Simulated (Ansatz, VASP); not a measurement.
One calculation of Si, two programs

```
Si
1.0
     2.53032    0.00000    0.00000
     0.00000    2.53032    0.00000
     0.00000    0.00000    2.53032
Si
1
Cartesian
  0.0000 0.0000 0.0000
```

Change from the starting cell: volume scaled by 1, norm-conserving files.

Alike in both runs: task single point; functional PBE; k mesh 15 × 15 × 15; occupations fermi-dirac, width 0.08 eV; no spin polarisation.

|  | VASP | Ansatz |
| --- | --- | --- |
| version | VASP 6.6.1 | Ansatz 0.2.0 |
| potentials or method | VASP PAW PBE potentials, release 64 (Si) | norm-conserving pseudopotentials, scalar-relativistic |
| plane-wave cutoff (eV) | 520 | 490 |
| valence electrons in the cell | 4 | 4 |

Ansatz gave:

| Property | Result |
| --- | --- |
| pressure (GPa) | 0.0 |

**Question.** What did VASP give for the same quantities?

**Answer.** Pressure (GPa): -0.1.
